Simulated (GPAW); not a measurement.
# Ir (P-1) in GPAW: settings compared

The runs below take Ir through band structure, density of states, with PBE, vdW-DF.

All numbers are computed with GPAW 26.7.0; they aren't measurements. Logs are shortened: lines on timing, memory, paths and dates and some standing lists are left out, and cuts for length are marked. The log counts tension as positive stress, the text compression.

**1. The cell of the first run**

The typed cell holds 1 atom: a = 2.542 Å, b = 2.611 Å, c = 2.995 Å, α = 58.28°, β = 61.38°, γ = 59.90°.

This isn't the form of Ir at room conditions, which is fcc.

**2. Band structure, PBE (cell sheared at random, sigma 0.1, atoms nudged by 0.01 Å)**

Input file run.py:

```python
from ase import Atoms
from ase.dft.bandgap import bandgap
from ase.io import write
from ase.units import Bohr, GPa
from gpaw import GPAW, PW
from gpaw.elf import elf_from_dft_calculation

atoms = Atoms(['Ir'],
              cell=[[0.06446927, 1.83735574, 1.75604886],
                    [1.94181314, 0.07743499, 1.74308315],
                    [2.17282487, 2.05540176, -0.15357675]],
              scaled_positions=[[0.0, 0.0, 0.0]],
              pbc=True)

calc = GPAW(mode=PW(600),
            xc='PBE',
            kpts={'size': (12, 13, 11), 'gamma': True},
            occupations={'name': 'fermi-dirac', 'width': 0.15},
            nbands=16,
            convergence={'density': 1e-05, 'energy': 1e-05},
            maxiter=50,
            txt='gpaw.txt')
atoms.calc = calc
energy = atoms.get_potential_energy()
forces = atoms.get_forces()
stress = atoms.get_stress()
calc.write('gs.gpw')
write('result.traj', atoms)
print(f'Energy: {energy:.6f} eV')
print('Forces (eV/A):')
print(forces.round(4))
print('Stress (GPa):', (stress / GPa).round(3))
print('Fermi level:', round(calc.get_fermi_level(), 4), 'eV')
print(f'Gap: {bandgap(calc)[0]:.4f} eV, direct: {bandgap(calc, direct=True)[0]:.4f} eV')

# fields on the real-space grid
write('density.cube', atoms, data=calc.get_pseudo_density() * Bohr**3)
write('potential.cube', atoms, data=calc.get_electrostatic_potential())
write('elf.cube', atoms, data=elf_from_dft_calculation(calc).data)

path = atoms.cell.bandpath('XGY,LGZ,NGM,RG', npoints=60, eps=1e-4)
bs_calc = calc.fixed_density(kpts=path, symmetry='off', nbands=24,
                             convergence={'bands': 'CBM+6.0', 'eigenstates': 1e-6}, txt='bands.txt')
bs = bs_calc.band_structure()
bs.write('bs.json')
print(f'Gap on the path: {bandgap(bs_calc)[0]:.4f} eV')
```

Potentials or basis: GPAW PAW data sets (gpaw-data 1.2.1), pw.

Started as:

```
OMP_NUM_THREADS=1 python run.py
```

gpaw.txt:

```text
__  _  _
 | _ |_)|_||  |
 |__||  | ||/\| - 26.7.0

Input parameters:
  mode=PW(ecut=600.0),
  convergence={'density': 1e-05, 'energy': 1e-05},
  kpts=MonkhorstPack(size=(12, 13, 11), gamma=True),
  maxiter=50,
  nbands=16,
  occupations=Occupations(name='fermi-dirac', width=0.15),
  xc=XC(name='PBE')

Diagonalizing LCAO Hamiltonian
Converting LCAO to pw mode

       Ir

Atoms  # Å, Bohr magnetons
|   | symbol |        x |        y |        z |    initial magnetic moments |
|---|--------|----------|----------|----------|-----------------------------|
| 0 |     Ir | 0.000000 | 0.000000 | 0.000000 | ( 0.0000,  0.0000,  0.0000) |

Unit cell  # Å
| periodic |        x |        y |         z |  lengths |    angles |
|----------|----------|----------|-----------|----------|-----------|
|      yes | 0.064469 | 1.837356 |  1.756049 | 2.542389 | 58.279607 |
|      yes | 1.941813 | 0.077435 |  1.743083 | 2.610550 | 61.382513 |
|      yes | 2.172825 | 2.055402 | -0.153577 | 2.994901 | 59.901413 |

Number of symmetries: 2
Symmetry operations  # r_c * U_cc + t_c -> r_c
|   | kind |            matrix            |
|---|------|------------------------------|
| 0 |  E   |  1, 0, 0,  0, 1, 0,  0, 0, 1 |
| 1 |  i   | -1, 0, 0,  0,-1, 0,  0, 0,-1 |

BZ-sampling:
  Number of BZ points: 1716
  Number of IBZ points: 859

  Monkhorst-Pack size: [12, 13, 11]
  Monkhorst-Pack shift: [0.041666666666666664, 0.0, 0.0]

K-points  # in reciprocal-cell coordinates
|     |                                coordinates |     weight |
|-----|--------------------------------------------|------------|
|   0 | ( -0.00000000,   0.00000000,   0.00000000) | 0.00058275 |
|   1 | ( -0.00000000,   0.00000000,   0.09090909) | 0.00116550 |
|   2 | ( -0.00000000,   0.00000000,   0.18181818) | 0.00116550 |
|   3 | ( -0.00000000,   0.00000000,   0.27272727) | 0.00116550 |
|   4 | ( -0.00000000,   0.00000000,   0.36363636) | 0.00116550 |
|   5 | ( -0.00000000,   0.00000000,   0.45454545) | 0.00116550 |
|   6 | ( -0.00000000,   0.07692308,  -0.45454545) | 0.00116550 |
|   7 | ( -0.00000000,   0.07692308,  -0.36363636) | 0.00116550 |
|   8 | ( -0.00000000,   0.07692308,  -0.27272727) | 0.00116550 |
|   9 | ( -0.00000000,   0.07692308,  -0.18181818) | 0.00116550 |
| ... |                                            |            |
| 858 | (  0.50000000,   0.46153846,   0.45454545) | 0.00116550 |

Plane wave coefficients: 479
Cutoff: 600.0 eV

Spin-components: 1 (collinear spins)
Bands:           16
Projectors:      6
Spin-degeneracy: 2
Datatype:        complex128

Parallelization:
  kpt:    1
  domain: 1
  band:   1

Density:
  Valence electrons: 15.0
  Components: 1
  Grid points: [15 15 18]
  Charge: 0.0  # |e|

Potential:
  Grid points: [15 15 18]

species:
  Ir:
    name:    Iridium
    Z:       77.0
    valence: 15
    core:    62
    charge:  0.0  # [|e|]
    compensation charges:
      type: gauss
      rc: 0.40  # [Å]
      lmax: 2
    cutoffs:
      filter: 2.40  # [Å]
      core: 2.36  # [Å]
    projectors
    | kind |    occ | energy [eV] | rcut [Å] |
    |------|--------|-------------|----------|
    |   6s |  2.000 |      -6.307 |    1.296 |
    |   5p |  6.000 |     -54.741 |    1.328 |
    |   6p |  0.000 |      -1.224 |    1.328 |
    |   5d |  7.000 |      -7.169 |    1.286 |
    |    s |        |      20.905 |    1.296 |
    |    d |        |      20.043 |    1.286 |

    Using partial waves for Ir as LCAO basis

Reference energy: -484484.849336  # eV

eigensolver:
  PPCG
  Converge bands: occupied
  niter=2

density mixing:
  MSR1-Mixer
  Pratt-step length: 0.05
  Maximum mixing coefficient: 0.75
  Old densities: 10
  SVD Regularization: 0.005
  Good broyden scale: 1.0
  Trust region scale: 1.0
  Backstep threshold: 4.0
  History deletion threshold: 6.0
  Fourier metric: weight=20.0, sigma=0.015

occupation numbers:
  Fermi-Dirac:
    width: 0.1500  # eV

poisson solver:
  ecut: 4800.0  # eV

xc functional:
  name: PBE with 2 nearest neighbor stencil

convergence criteria:
- Maximum integral of absolute [dens]ity change: 1e-05 electrons / valence electron
- Maximum [total energy] change in last 3 cyles: 1e-05 eV / valence electron
- Maximum integral of absolute [eigenst]ate change: 4e-08 eV^2 / valence electron
maximum number of iterations: 50

SCF iterations
|iter     | |      energy | eigst |  dens |
|---------|-|-------------|-------|-------|
|iter:   1| |   -8.976063 | +0.12 |       |
|iter:   2| |   -8.965231 | -2.89 | -1.50 |
|iter:   3| |   -8.935639 | -2.51 | -1.54 |
|iter:   4| |   -8.943772 | -3.36 | -2.14 |
|iter:   5| |   -8.947609 | -3.25 | -2.43 |
|iter:   6| |   -8.947644 | -5.62 | -3.52 |
|iter:   7| |   -8.947650c| -6.09 | -3.88 |
|iter:   8| |   -8.947650c| -8.56c| -4.99 |
|iter:   9| |   -8.947650c| -7.91c| -5.42c|

Converged in 9 steps
Energy contributions relative to reference atoms: (reference = -484484.849336)

Energy contributions:
  Kinetic:          14.565557
  Coulomb:         -12.665492
  Zero:             -0.242611
  External:          0.000000
  Xc:              -10.560490
  Entropy:          -0.089230
  Spinorbit:         0.000000
  ----------------------------
  Free energy:      -8.992265
  Extrapolated:     -8.947650

dipole moment: (-15.154015, -14.396461, -12.131441)  # |e|*Ang

Fermi level: 15.030
Eigenvalues  # (at kpt = [-0.000, 0.000, 0.000])
| band index |      eig [eV] | occ [0-2] |
|------------|---------------|-----------|
|          0 |       -34.306 |     2.000 |
|          1 |       -34.199 |     2.000 |
|          2 |       -34.144 |     2.000 |
|          3 |         4.007 |     2.000 |
|          4 |         9.656 |     2.000 |
|          5 |        11.376 |     2.000 |
[... 8 lines left out ...]
|         14 |        45.526 |     0.000 |
|         15 |        47.506 |     0.000 |

No gap
No difference between direct/indirect transitions

Forces  # eV/Ang
|       x |       y |       z |
|---------|---------|---------|
| 0.00000 | 0.00000 | 0.00000 |  # Ir   0

Stress tensor  # eV/Ang^3
|         x |         y |         z |
|-----------|-----------|-----------|
| -0.107691 |  0.159418 | -0.126985 |
|  0.159418 | -0.220866 | -0.148516 |
| -0.126985 | -0.148516 | -0.194586 |

# Writing to gs.gpw (mode='')
```

Wall time 2.3 min (1 thread of Arm Neoverse V1, shared host); peak memory 0.33 GiB.

What came out:

```
Free energy             : -8.9923 eV
Pressure                : 27.9 GPa
Band gap along the path : none (metal or under the smearing width)
```

Levels at the corners of the path, in eV from the Fermi level:
```csv
point,band 5,band 6,band 7,band 8,band 9,band 10
X,-4.66,-2.74,-0.80,-0.42,2.19,8.41
Γ,-5.37,-3.65,-3.11,-1.18,0.08,13.63
Y,-4.07,-3.31,-1.91,0.33,1.21,5.48
L,-7.40,0.57,1.69,2.32,3.02,8.55
Γ,-5.37,-3.65,-3.11,-1.18,0.08,13.63
Z,-5.74,-2.25,0.26,0.86,1.96,9.01
N,-7.21,-0.05,1.65,2.19,2.43,10.40
Γ,-5.37,-3.65,-3.11,-1.18,0.08,13.63
M,-7.16,0.52,0.98,1.17,2.25,9.99
R,-5.36,-2.51,0.18,0.19,2.23,9.08
Γ,-5.37,-3.65,-3.11,-1.18,0.08,13.63
```

Caveat: so large a pressure means that the cell lies far from this level's equilibrium, or that cutoff or potentials fall short; spin-orbit coupling is left out, which moves the levels of the heavy elements.

**3. Density of states, vdW-DF (cell sheared at random, sigma 0.1, atoms nudged by 0.01 Å)**

Input file run.py:

```python
import numpy as np
from ase.dft.bandgap import bandgap
from ase.io import read, write
from ase.units import Bohr
from gpaw import GPAW, PW
from gpaw.elf import elf_from_dft_calculation

atoms = read('POSCAR')

calc = GPAW(mode=PW(600),
            xc={'name': 'vdW-DF', 'backend': 'libvdwxc'},
            kpts={'size': (12, 13, 11), 'gamma': True},
            occupations={'name': 'fermi-dirac', 'width': 0.05},
            nbands=16,
            convergence={'density': 1e-05, 'energy': 1e-05},
            maxiter=150,
            txt='gpaw.txt')
atoms.calc = calc
energy = atoms.get_potential_energy()
forces = atoms.get_forces()
calc.write('gs.gpw')
write('result.traj', atoms)
print(f'Energy: {energy:.6f} eV')
print('Forces (eV/A):')
print(forces.round(4))
print('Fermi level:', round(calc.get_fermi_level(), 4), 'eV')
print(f'Gap: {bandgap(calc)[0]:.4f} eV, direct: {bandgap(calc, direct=True)[0]:.4f} eV')

# fields on the real-space grid
write('density.cube', atoms, data=calc.get_pseudo_density() * Bohr**3)
write('potential.cube', atoms, data=calc.get_electrostatic_potential())
write('elf.cube', atoms, data=elf_from_dft_calculation(calc).data)

dense = calc.fixed_density(kpts={'size': (18, 19, 16), 'gamma': True}, update_fermi_level=True,
                           nbands=24, convergence={'bands': 'CBM+6.0', 'eigenstates': 1e-6}, txt='dos.txt')
ef = dense.get_fermi_level()
dos = dense.dos(shift_fermi_level=False)
energies = np.linspace(ef - 14, ef + 6, 401)
spins = [None]
columns = [energies] + [dos.raw_dos(energies, spin=s, width=0.0) for s in spins]
for symbol, l in [('Ir', 0), ('Ir', 1), ('Ir', 2)]:
    for s in spins:
        columns.append(sum(dos.raw_pdos(energies, a=a.index, l=l, spin=s, width=0.0)
                           for a in atoms if a.symbol == symbol))
np.savetxt('dos.dat', np.array(columns).T, fmt='%.4f')
print('Fermi level on the dense mesh:', round(ef, 4), 'eV')
```

Input file POSCAR:

```
Ir
1.0
    0.0644692700      1.8373557400      1.7560488600
    1.9418131400      0.0774349900      1.7430831500
    2.1728248700      2.0554017600     -0.1535767500
Ir
1
Direct
    0.0000000000      0.0000000000      0.0000000000
```

Potentials or basis: GPAW PAW data sets (gpaw-data 1.2.1), pw.

Started as:

```
OMP_NUM_THREADS=1 python run.py
```

It took 7.3 min on 1 thread of Arm Neoverse V1, shared host; peak memory 1.1 GiB.

The run converged. Its results:

| Quantity | Value |
| --- | --- |
| Free energy | -97.5732 eV |
| Band gap on the k mesh | none (metal or under the smearing width) |
| Density of states at the Fermi level | 1.20 states/eV per cell |

Levels at points of the mesh, in eV from the Fermi level:
```
           k point  band 3  band 4  band 5  band 6  band 7  band 8  band 9  band 10  band 11  band 12
(0.00, 0.00, 0.00)  -49.24  -10.74   -5.30   -3.63   -3.09   -1.19    0.04    13.92    17.16    21.93
(0.50, 0.00, 0.00)  -49.38   -7.85   -5.30   -2.50    0.16    0.51    2.18     9.14    13.52    17.47
```

States per cell in windows of 1 eV (zero at the Fermi level; states under -8 eV left out):
```
from (eV)  total
     -8.0   0.75
     -7.0   1.11
     -6.0   1.23
     -5.0   1.10
     -4.0   1.13
     -3.0   1.09
     -2.0   1.23
     -1.0   1.09
      0.0   1.18
      1.0   0.58
      2.0   0.26
      3.0   0.25
      4.0   0.25
```

Caveat: the PAW data sets were made with another functional, which shifts forces and pressure a little. Spin-orbit coupling is left out, which matters for the levels of Ir.
